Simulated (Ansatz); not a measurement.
# VN (Uakitite): the cost of one run

Computed with Ansatz 0.2.0 (DFT r²SCAN, scalar-relativistic, plane waves, PAW, unless a step's input says otherwise).

**1. The starting structure**

Symmetry: R-3m, No. 166, trigonal system. Conventional cell: a = 2.948 Å, b = 2.948 Å, c = 7.141 Å, α = 90.00°, β = 90.00°, γ = 120.00°. Around V (site symmetry -3m) lie 6 N at 2.08 Å. N (site symmetry -3m) has 6 V at 2.08 Å as nearest neighbours.

Coordinates:

```xyz
4
Lattice="-2.0537 -2.0537 4.1379 -4.1379 -2.0537 2.0537 -2.0537 -4.1379 2.0537" Properties=species:S:1:pos:R:3 pbc="T T T"
V     0.0000    0.0000    0.0000
N     2.0766    2.0766    2.0918
V    -4.1226   -4.1226    4.1226
N    -2.0460   -2.0460    6.2144
```

This cell comes from an earlier session at r²SCAN: 8.954 Å³/atom at 0.02 GPa, on a 14×14×14 mesh. The large moments point both ways and cancel.

Volume factors to run: 0.980, 1.020, 0.960, 1.040.

**2. Scaling the volume by 0.980**

The input, input.yaml:

```yaml
crystal:
  lattice:
    - [-2.039887764, -2.039887764, 4.1101035324]
    - [-4.1101035324, -2.039887764, 2.039887764]
    - [-2.039887764, -4.1101035324, 2.039887764]
  atoms:
    - { symbol: V, position: [0.0, 0.0, 0.0], spin: 1.34 }
    - { symbol: "N", position: [1.2499999999, -0.7500000001, -0.7500000001] }
    - { symbol: V, position: [0.5, 0.5, 0.5], spin: -1.34 }
    - { symbol: "N", position: [1.7500000001, -0.2499999999, -0.2499999999] }
basis:
  ecutwfc: 500
  ecutrho_ratio: 4
kpoints:
  mp_grid: { grid: [14, 14, 14] }
hamiltonian:
  xc: r2scan
scf:
  occupations: { method: gaussian, width: 0.05 }
output:
  forces: true
  stress: true
  eigenvalues: true
  populations: true
magnetization:
  spin_polarized: true
relax:
  f_tol: 0.01
  max_steps: 40
  cell: { stress_tol: 0.1, fix: [volume] }
```

Launch:

```
> ansatz run input.yaml --threads 2 --pin off --max-ram 5120MiB --backend cpu --events-out ev --progress --plain --runs-dir out
```

What time and memory should one allow on 2 threads of Intel Xeon at 2.50GHz (Skylake/Cascade Lake), shared host?

About 5.1 min, with a peak of 0.89 GiB.
